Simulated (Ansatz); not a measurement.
# BN: shifting one sublattice

Aim: for BN, measure how stiffly every N atom is held.

Method: DFT PBE, scalar-relativistic, plane waves, PAW, in Ansatz 0.2.0.

**1. Starting point**

The structure is cubic, space group F-43m (No. 216). Conventional cell: a = 3.626 Å, b = 3.626 Å, c = 3.626 Å, α = 90.00°, β = 90.00°, γ = 90.00°. Around B (site symmetry -43m) lie 4 N at 1.57 Å. N (site symmetry -43m) has 4 B at 1.57 Å in its first shell of neighbours.

Coordinates:

```
B N
1.0
     0.00000    1.81300    1.81300
     1.81300    0.00000    1.81300
     1.81300    1.81300    0.00000
B N
1 1
Cartesian
  0.0000 0.0000 0.0000
  2.7195 2.7195 2.7195
```

It goes back to an entry of the Materials Project, which need not be the stable form.

The cell is taken as given, not relaxed at this level.

**2. The scan: shifting one sublattice**

Every N atom is moved by x along the Cartesian unit vector (0.577, -0.577, -0.577); the cell and all other atoms stay fixed. Forces below are components along that vector, summed over the moved atoms.

**3. At x = -0.100 Å**

input.yaml reads:

```yaml
crystal:
  lattice:
    - [0.0, 1.813001, 1.813001]
    - [1.813001, 0.0, 1.813001]
    - [1.813001, 1.813001, 0.0]
  atoms:
    - { symbol: B, position: [0.0, 0.0, 0.0] }
    - { symbol: "N", position: [0.7977675083, 0.7340774972, 0.7340774972] }
basis:
  ecutwfc: 420
kpoints:
  mp_grid: { grid: [12, 12, 12] }
hamiltonian:
  xc: pbe
scf:
  occupations: { method: gaussian, width: 0.05 }
output:
  forces: true
  stress: true
  eigenvalues: true
```

Launch:

```
$ ansatz run input.yaml --threads 1 --pin off --max-ram 2560MiB --backend cpu --events-out ev --progress --plain --runs-dir out
```

Log (excerpt; [...] marks lines left out):

```text
Warning: RAYON_NUM_THREADS=1 ignored (pool sized by the plan → 1); use --threads N
[...]
Pseudopotentials: kind: paw
Pseudopotential: B, paw, valence charge 3, recommended cutoff 420 eV (normal), B.paw.azcp
Pseudopotential: N, paw, valence charge 5, recommended cutoff 420 eV (normal), N.paw.azcp
Functional definition: PBE
[...]
Crystal: 2 atoms, lattice volume = 11.919 Å³
Basis set: ecut = 420 eV, 259 PW (Γ), exchange–correlation on 36×36×36 points (8 copies of the dense FFT grid, shifted against one another)
Bands: 8, of which v1, the nominal top of the filled ones, is band 4 counted from 1 (3 counted from 0)
Symmetry: 6 space group operations
Space group: R3m (ITA 160), of the structure as read, at distance tolerance 2.3e-5 Å
k-points: 189 of 1728 (time reversal used)
[...]
SCF iter   1: F=—  HF=-542.175486 eV  |F-HF|=—  |Δ(HF+E_count)|=         —  Δρ=1.88e-3  dr2=2.16e-4  ethr=1.77e-3  ⟨swp⟩=4.3  Hψ=9575  notcnv=0
[...]
SCF iter   6: F=-542.175749 eV  HF=-542.175749 eV  |F-HF|=9.20e-11  |Δ(HF+E_count)|=   6.43e-9  Δρ=8.66e-7  dr2=2.62e-11  ethr=2.71e-11  ⟨swp⟩=1.2  Hψ=4547  notcnv=0
[...]
SCF converged after 6 iterations
Free energy (F): -542.175749 eV
[...]
E sigma→0 (E₀):  -542.175749 eV
Fermi energy:    13.666347 eV
[...]
--- Forces (eV/Å), atoms counted from 1 ---
  atom   1  B     -1.05286401     1.05286401     1.05286401
  atom   2  N      1.05286406    -1.05286406    -1.05286406
[...]
--- Stress (GPa, compression-positive) ---
        2.012629      -1.017929      -1.017929
       -1.017929       2.012629       1.017929
       -1.017929       1.017929       2.012629
  P = ⅓ Tr σ = 2.0126 GPa (20.126 kbar)
--- Band table (eV; the first three rows and the last of 189) ---
  k-point 0: bands = ["-9.1008", "10.5230", "10.5230", "11.9126", "19.2237", "20.2342", "20.2342", "21.2149"]
[...]
```

Run time: 3.8 s. Hardware: 1 thread of Intel Xeon Platinum 8259CL at 2.50GHz (Skylake/Cascade Lake), shared host; peak memory 0.34 GiB.

**4. x = 0.075 Å**

input.yaml, as its differences from that of step 3:

```diff
@@ -7,3 +7,3 @@
     - { symbol: B, position: [0.0, 0.0, 0.0] }
-    - { symbol: "N", position: [0.7977675083, 0.7340774972, 0.7340774972] }
+    - { symbol: "N", position: [0.7141743687, 0.7619418771, 0.7619418771] }
 basis:
@@ -20 +20,5 @@
   eigenvalues: true
+  write_density: true
+  write_potential: true
+  elf: true
+  volumetric_format: npy
```

Launch:

```
$ ansatz run input.yaml --threads 1 --pin off --max-ram 2560MiB --backend cpu --events-out ev --progress --plain --runs-dir out
```

Log (excerpt; [...] marks lines left out):

```text
[...]
SCF converged after 6 iterations
Free energy (F): -542.201696 eV
[...]
E sigma→0 (E₀):  -542.201696 eV
Fermi energy:    13.428025 eV
[...]
--- Forces (eV/Å), atoms counted from 1 ---
  atom   1  B      1.19991099    -1.19991099    -1.19991099
  atom   2  N     -1.19991049     1.19991049     1.19991049
[...]
--- Stress (GPa, compression-positive) ---
        1.418413      -1.981740      -1.981740
       -1.981740       1.418413       1.981740
       -1.981740       1.981740       1.418413
  P = ⅓ Tr σ = 1.4184 GPa (14.184 kbar)
--- Band table (eV; the first three rows and the last of 189) ---
  k-point 0: bands = ["-9.1009", "10.2040", "11.4118", "11.4118", "19.5016", "19.5016", "20.4658", "21.3118"]
[...]
```

Wall time 5.1 s (1 thread of Intel Xeon Platinum 8259CL at 2.50GHz (Skylake/Cascade Lake), shared host); peak memory 0.35 GiB.

The maps below are laid out on this run's own conventional cell (a, b, c = 2.564, 2.564, 6.280 Å).

Density in a lattice plane of the grid's cell (edges 2.56 and 6.28 Å, at 0.000 of the third edge), which holds B and N.

Values in e/Å³, 12 rows by 6 columns:
```
1.19 0.75 0.28 0.16 0.28 0.75
3.02 1.64 0.42 0.18 0.42 1.64
3.61 2.86 0.79 0.39 0.79 2.86
1.59 1.11 0.57 0.40 0.57 1.11
0.21 0.22 0.28 0.33 0.28 0.22
0.09 0.15 0.41 0.65 0.41 0.15
0.12 0.25 0.78 1.34 0.78 0.25
0.11 0.21 0.57 0.92 0.57 0.21
0.09 0.13 0.27 0.38 0.27 0.13
0.19 0.25 0.42 0.56 0.42 0.25
0.54 0.66 0.78 0.90 0.78 0.66
0.22 0.67 0.57 0.49 0.57 0.67
```
Columns run along the first of these edges and rows up along the second, over one cell in 6 and 12 even steps from the bottom left corner. Atoms in the plane (fractional): B at (0.00, 0.00), N at (0.00, 0.76).

ELF in the same plane.

Ten even steps from '0' (0.00) to '9' (0.92):
```
3333222333
9963101369
9985101589
3577313775
0388535883
5788535887
7776424677
3222222222
0002454200
0013676310
0026898620
0137999731
0136898631
0013565310
0001232100
0012444210
1235666532
2367777763
0268878862
0036666630
```
Columns run along the first of these edges and rows up along the second, over one cell in 10 and 20 even steps from the bottom left corner. Atoms in the plane (fractional): B at (0.00, 0.00), N at (0.00, 0.76).

Both are smooth fields of the valence electrons: close to the nuclei they are not physical.

Maxima of ELF outside the ion cores: 0.92 on the N–B line, 0.7 Å from N.

**5. At x = -0.050 Å**

input.yaml, as its differences from that of step 4:

```diff
@@ -7,3 +7,3 @@
     - { symbol: B, position: [0.0, 0.0, 0.0] }
-    - { symbol: "N", position: [0.7141743687, 0.7619418771, 0.7619418771] }
+    - { symbol: "N", position: [0.7738837542, 0.7420387486, 0.7420387486] }
 basis:
@@ -20,5 +20 @@
   eigenvalues: true
-  write_density: true
-  write_potential: true
-  elf: true
-  volumetric_format: npy
```

Launch:

```
$ ansatz run input.yaml --threads 1 --pin off --max-ram 2560MiB --backend cpu --events-out ev --progress --plain --runs-dir out
```

Log (excerpt; [...] marks lines left out):

```text
Warning: RAYON_NUM_THREADS=1 ignored (pool sized by the plan → 1); use --threads N
[...]
[... 4 set-up lines as earlier in the session ...]
[...]
Crystal: 2 atoms, lattice volume = 11.919 Å³
Basis set: ecut = 420 eV, 259 PW (Γ), exchange–correlation on 36×36×36 points (8 copies of the dense FFT grid, shifted against one another)
Bands: 8, of which v1, the nominal top of the filled ones, is band 4 counted from 1 (3 counted from 0)
[... 2 set-up lines as earlier in the session ...]
k-points: 189 of 1728 (time reversal used)
[...]
SCF iter   1: F=—  HF=-542.248303 eV  |F-HF|=—  |Δ(HF+E_count)|=         —  Δρ=1.67e-3  dr2=1.79e-4  ethr=1.77e-3  ⟨swp⟩=4.3  Hψ=9557  notcnv=0
[...]
SCF iter   6: F=-542.248514 eV  HF=-542.248514 eV  |F-HF|=9.40e-11  |Δ(HF+E_count)|=   5.43e-9  Δρ=9.77e-7  dr2=2.97e-11  ethr=2.30e-11  ⟨swp⟩=1.3  Hψ=4536  notcnv=0
[...]
SCF converged after 6 iterations
Free energy (F): -542.248514 eV
[...]
E sigma→0 (E₀):  -542.248514 eV
Fermi energy:    13.495204 eV
[...]
--- Forces (eV/Å), atoms counted from 1 ---
  atom   1  B     -0.60269244     0.60269244     0.60269244
  atom   2  N      0.60269161    -0.60269161    -0.60269161
[...]
--- Stress (GPa, compression-positive) ---
        0.251609      -0.016676      -0.016676
       -0.016676       0.251609       0.016676
       -0.016676       0.016676       0.251609
  P = ⅓ Tr σ = 0.2516 GPa (2.516 kbar)
--- Band table (eV; the first three rows and the last of 189) ---
  k-point 0: bands = ["-9.0968", "10.7754", "10.7754", "11.5155", "19.4502", "20.0309", "20.0309", "21.2137"]
[...]
```

It took 2.4 s on 1 thread of Intel Xeon Platinum 8259CL at 2.50GHz (Skylake/Cascade Lake), shared host; peak memory 0.35 GiB.

**6. x = 0.025 Å**

input.yaml, as its differences from that of step 5:

```diff
@@ -7,3 +7,3 @@
     - { symbol: B, position: [0.0, 0.0, 0.0] }
-    - { symbol: "N", position: [0.7738837542, 0.7420387486, 0.7420387486] }
+    - { symbol: "N", position: [0.7380581229, 0.7539806257, 0.7539806257] }
 basis:
```

Launch:

```
$ ansatz run input.yaml --threads 1 --pin off --max-ram 2560MiB --backend cpu --events-out ev --progress --plain --runs-dir out
```

Log (excerpt; [...] marks lines left out):

```text
Warning: RAYON_NUM_THREADS=1 ignored (pool sized by the plan → 1); use --threads N
[...]
[... 4 set-up lines as earlier in the session ...]
[...]
Crystal: 2 atoms, lattice volume = 11.919 Å³
Basis set: ecut = 420 eV, 259 PW (Γ), exchange–correlation on 36×36×36 points (8 copies of the dense FFT grid, shifted against one another)
Bands: 8, of which v1, the nominal top of the filled ones, is band 4 counted from 1 (3 counted from 0)
[... 2 set-up lines as earlier in the session ...]
k-points: 189 of 1728 (time reversal used)
[...]
SCF iter   1: F=—  HF=-542.267878 eV  |F-HF|=—  |Δ(HF+E_count)|=         —  Δρ=1.62e-3  dr2=1.71e-4  ethr=1.77e-3  ⟨swp⟩=4.3  Hψ=9557  notcnv=0
[...]
SCF iter   6: F=-542.268079 eV  HF=-542.268079 eV  |F-HF|=4.85e-11  |Δ(HF+E_count)|=   5.24e-9  Δρ=6.63e-7  dr2=1.38e-11  ethr=2.28e-11  ⟨swp⟩=1.3  Hψ=4536  notcnv=0
[...]
SCF converged after 6 iterations
Free energy (F): -542.268079 eV
[...]
E sigma→0 (E₀):  -542.268079 eV
Fermi energy:    13.325792 eV
[...]
--- Forces (eV/Å), atoms counted from 1 ---
  atom   1  B      0.36002970    -0.36002970    -0.36002970
  atom   2  N     -0.36002920     0.36002920     0.36002920
[...]
--- Stress (GPa, compression-positive) ---
       -0.222472      -0.378440      -0.378440
       -0.378440      -0.222472       0.378440
       -0.378440       0.378440      -0.222472
  P = ⅓ Tr σ = -0.2225 GPa (-2.225 kbar)
--- Band table (eV; the first three rows and the last of 189) ---
  k-point 0: bands = ["-9.0957", "10.7682", "11.1620", "11.1620", "19.7140", "19.7140", "20.0417", "21.2129"]
[...]
```

Wall time 3.2 s (1 thread of Intel Xeon Platinum 8259CL at 2.50GHz (Skylake/Cascade Lake), shared host); peak memory 0.34 GiB.

**7. Point x = 0.100 Å**

input.yaml, as its differences from that of step 6:

```diff
@@ -7,3 +7,3 @@
     - { symbol: B, position: [0.0, 0.0, 0.0] }
-    - { symbol: "N", position: [0.7380581229, 0.7539806257, 0.7539806257] }
+    - { symbol: "N", position: [0.7022324917, 0.7659225028, 0.7659225028] }
 basis:
```

Launch:

```
$ ansatz run input.yaml --threads 1 --pin off --max-ram 2560MiB --backend cpu --events-out ev --progress --plain --runs-dir out
```

Log (excerpt; [...] marks lines left out):

```text
Warning: RAYON_NUM_THREADS=1 ignored (pool sized by the plan → 1); use --threads N
[...]
[... 4 set-up lines as earlier in the session ...]
[...]
Crystal: 2 atoms, lattice volume = 11.919 Å³
Basis set: ecut = 420 eV, 259 PW (Γ), exchange–correlation on 36×36×36 points (8 copies of the dense FFT grid, shifted against one another)
Bands: 8, of which v1, the nominal top of the filled ones, is band 4 counted from 1 (3 counted from 0)
[... 2 set-up lines as earlier in the session ...]
k-points: 189 of 1728 (time reversal used)
[...]
SCF iter   1: F=—  HF=-542.139194 eV  |F-HF|=—  |Δ(HF+E_count)|=         —  Δρ=1.93e-3  dr2=2.44e-4  ethr=1.77e-3  ⟨swp⟩=4.3  Hψ=9578  notcnv=0
[...]
SCF iter   6: F=-542.139470 eV  HF=-542.139470 eV  |F-HF|=1.09e-10  |Δ(HF+E_count)|=   7.12e-9  Δρ=1.11e-6  dr2=3.64e-11  ethr=2.95e-11  ⟨swp⟩=1.1  Hψ=4536  notcnv=0
[...]
SCF converged after 6 iterations
Free energy (F): -542.139470 eV
[...]
E sigma→0 (E₀):  -542.139470 eV
Fermi energy:    13.466236 eV
[...]
--- Forces (eV/Å), atoms counted from 1 ---
  atom   1  B      1.68113774    -1.68113774    -1.68113774
  atom   2  N     -1.68113671     1.68113671     1.68113671
[...]
--- Stress (GPa, compression-positive) ---
        2.969760      -3.252825      -3.252825
       -3.252825       2.969760       3.252825
       -3.252825       3.252825       2.969760
  P = ⅓ Tr σ = 2.9698 GPa (29.698 kbar)
--- Band table (eV; the first three rows and the last of 189) ---
  k-point 0: bands = ["-9.1061", "9.9101", "11.5302", "11.5302", "19.3979", "19.3979", "20.5978", "21.4704"]
[...]
```

It took 2.6 s on 1 thread of Intel Xeon Platinum 8259CL at 2.50GHz (Skylake/Cascade Lake), shared host; peak memory 0.32 GiB.

**8. At x = -0.075 Å**

input.yaml, as its differences from that of step 7:

```diff
@@ -7,3 +7,3 @@
     - { symbol: B, position: [0.0, 0.0, 0.0] }
-    - { symbol: "N", position: [0.7022324917, 0.7659225028, 0.7659225028] }
+    - { symbol: "N", position: [0.7858256313, 0.7380581229, 0.7380581229] }
 basis:
```

Launch:

```
$ ansatz run input.yaml --threads 1 --pin off --max-ram 2560MiB --backend cpu --events-out ev --progress --plain --runs-dir out
```

Log (excerpt; [...] marks lines left out):

```text
[...]
SCF converged after 6 iterations
Free energy (F): -542.217003 eV
[...]
E sigma→0 (E₀):  -542.217003 eV
Fermi energy:    13.588853 eV
[...]
--- Forces (eV/Å), atoms counted from 1 ---
  atom   1  B     -0.84644289     0.84644289     0.84644289
  atom   2  N      0.84644273    -0.84644273    -0.84644273
[...]
--- Stress (GPa, compression-positive) ---
        1.014972      -0.396279      -0.396279
       -0.396279       1.014972       0.396279
       -0.396279       0.396279       1.014972
  P = ⅓ Tr σ = 1.0150 GPa (10.150 kbar)
--- Band table (eV; the first three rows and the last of 189) ---
  k-point 0: bands = ["-9.0986", "10.6480", "10.6480", "11.7261", "19.3165", "20.1336", "20.1336", "21.2159"]
[...]
```

Run time: 3.6 s. Hardware: 1 thread of Intel Xeon Platinum 8259CL at 2.50GHz (Skylake/Cascade Lake), shared host; peak memory 0.35 GiB.

**9. Point x = 0.050 Å**

input.yaml, as its differences from that of step 8:

```diff
@@ -7,3 +7,3 @@
     - { symbol: B, position: [0.0, 0.0, 0.0] }
-    - { symbol: "N", position: [0.7858256313, 0.7380581229, 0.7380581229] }
+    - { symbol: "N", position: [0.7261162458, 0.7579612514, 0.7579612514] }
 basis:
```

Launch:

```
$ ansatz run input.yaml --threads 1 --pin off --max-ram 2560MiB --backend cpu --events-out ev --progress --plain --runs-dir out
```

Log (excerpt; [...] marks lines left out):

```text
Warning: RAYON_NUM_THREADS=1 ignored (pool sized by the plan → 1); use --threads N
[...]
[... 4 set-up lines as earlier in the session ...]
[...]
Crystal: 2 atoms, lattice volume = 11.919 Å³
Basis set: ecut = 420 eV, 259 PW (Γ), exchange–correlation on 36×36×36 points (8 copies of the dense FFT grid, shifted against one another)
Bands: 8, of which v1, the nominal top of the filled ones, is band 4 counted from 1 (3 counted from 0)
[... 2 set-up lines as earlier in the session ...]
k-points: 189 of 1728 (time reversal used)
[...]
SCF iter   1: F=—  HF=-542.243763 eV  |F-HF|=—  |Δ(HF+E_count)|=         —  Δρ=1.69e-3  dr2=1.84e-4  ethr=1.77e-3  ⟨swp⟩=4.3  Hψ=9569  notcnv=0
[...]
SCF iter   6: F=-542.243978 eV  HF=-542.243978 eV  |F-HF|=6.91e-11  |Δ(HF+E_count)|=   5.86e-9  Δρ=8.76e-7  dr2=2.17e-11  ethr=2.32e-11  ⟨swp⟩=1.2  Hψ=4536  notcnv=0
[...]
SCF converged after 6 iterations
Free energy (F): -542.243978 eV
[...]
E sigma→0 (E₀):  -542.243978 eV
Fermi energy:    13.380797 eV
[...]
--- Forces (eV/Å), atoms counted from 1 ---
  atom   1  B      0.75980877    -0.75980877    -0.75980877
  atom   2  N     -0.75980848     0.75980848     0.75980848
[...]
--- Stress (GPa, compression-positive) ---
        0.371048      -1.032360      -1.032360
       -1.032360       0.371048       1.032360
       -1.032360       1.032360       0.371048
  P = ⅓ Tr σ = 0.3710 GPa (3.710 kbar)
--- Band table (eV; the first three rows and the last of 189) ---
  k-point 0: bands = ["-9.0975", "10.4908", "11.2886", "11.2886", "19.6073", "19.6073", "20.2669", "21.2385"]
[...]
```

It took 2.5 s on 1 thread of Intel Xeon Platinum 8259CL at 2.50GHz (Skylake/Cascade Lake), shared host; peak memory 0.35 GiB.

**10. At x = -0.025 Å**

input.yaml, as its differences from that of step 9:

```diff
@@ -7,3 +7,3 @@
     - { symbol: B, position: [0.0, 0.0, 0.0] }
-    - { symbol: "N", position: [0.7261162458, 0.7579612514, 0.7579612514] }
+    - { symbol: "N", position: [0.7619418771, 0.7460193743, 0.7460193743] }
 basis:
```

Launch:

```
$ ansatz run input.yaml --threads 1 --pin off --max-ram 2560MiB --backend cpu --events-out ev --progress --plain --runs-dir out
```

Log (excerpt; [...] marks lines left out):

```text
[...]
SCF converged after 6 iterations
Free energy (F): -542.268646 eV
[...]
E sigma→0 (E₀):  -542.268646 eV
Fermi energy:    13.386522 eV
[...]
--- Forces (eV/Å), atoms counted from 1 ---
  atom   1  B     -0.32074789     0.32074789     0.32074789
  atom   2  N      0.32074738    -0.32074738    -0.32074738
[...]
--- Stress (GPa, compression-positive) ---
       -0.237408       0.117375       0.117375
        0.117375      -0.237408      -0.117375
        0.117375      -0.117375      -0.237408
  P = ⅓ Tr σ = -0.2374 GPa (-2.374 kbar)
--- Band table (eV; the first three rows and the last of 189) ---
  k-point 0: bands = ["-9.0956", "10.9042", "10.9042", "11.2836", "19.6203", "19.9264", "19.9264", "21.2101"]
[...]
```

Run time: 2.5 s. Hardware: 1 thread of Intel Xeon Platinum 8259CL at 2.50GHz (Skylake/Cascade Lake), shared host; peak memory 0.34 GiB.

**11. Point x = 0.087 Å**

input.yaml, as its differences from that of step 10:

```diff
@@ -7,3 +7,3 @@
     - { symbol: B, position: [0.0, 0.0, 0.0] }
-    - { symbol: "N", position: [0.7619418771, 0.7460193743, 0.7460193743] }
+    - { symbol: "N", position: [0.7082034302, 0.7639321899, 0.7639321899] }
 basis:
```

Launch:

```
$ ansatz run input.yaml --threads 1 --pin off --max-ram 2560MiB --backend cpu --events-out ev --progress --plain --runs-dir out
```

Log (excerpt; [...] marks lines left out):

```text
[...]
SCF converged after 6 iterations
Free energy (F): -542.173188 eV
[...]
E sigma→0 (E₀):  -542.173188 eV
Fermi energy:    13.448337 eV
[...]
--- Forces (eV/Å), atoms counted from 1 ---
  atom   1  B      1.43532170    -1.43532170    -1.43532170
  atom   2  N     -1.43532102     1.43532102     1.43532102
[...]
--- Stress (GPa, compression-positive) ---
        2.127860      -2.575174      -2.575174
       -2.575174       2.127860       2.575174
       -2.575174       2.575174       2.127860
  P = ⅓ Tr σ = 2.1279 GPa (21.279 kbar)
--- Band table (eV; the first three rows and the last of 189) ---
  k-point 0: bands = ["-9.1032", "10.0577", "11.4717", "11.4717", "19.4494", "19.4494", "20.5421", "21.3787"]
[...]
```

Wall time 2.9 s (1 thread of Intel Xeon Platinum 8259CL at 2.50GHz (Skylake/Cascade Lake), shared host); peak memory 0.34 GiB.

**12. All points together**

Collected from the runs (energy zero: the undisturbed cell):

```
 x (Å)  ΔE (meV/cell)  force on the moved atoms (eV/Å)  pressure (GPa)  gap on the mesh (eV)
-0.100          100.0                            1.824             2.0                  3.51
-0.075           58.7                            1.466             1.0                  3.73
-0.050           27.2                            1.044             0.3                  3.96
-0.025            7.1                            0.555            -0.2                  4.21
 0.000            0.0                            0.000            -0.4                  4.46
 0.025            7.7                           -0.624            -0.2                  4.33
 0.050           31.8                           -1.316             0.4                  4.18
 0.075           74.0                           -2.078             1.4                  4.03
 0.087          102.5                           -2.486             2.1                  3.95
 0.100          136.3                           -2.912             3.0                  3.87
```

**13. Summary of results**

```
                             quantity        value
force constant along x, over ±0.025 Å  23.58 eV/Å²
```

In words: The restoring force grows by 23.58 eV/Å per Å near the site. No sampled point lies below the undisturbed cell. The well is lopsided: x = 0.100 Å costs 136 meV against 100 meV on the other side, and the dearer side brings atoms closer together. The gap on the mesh stays between 3.51 and 4.46 eV.
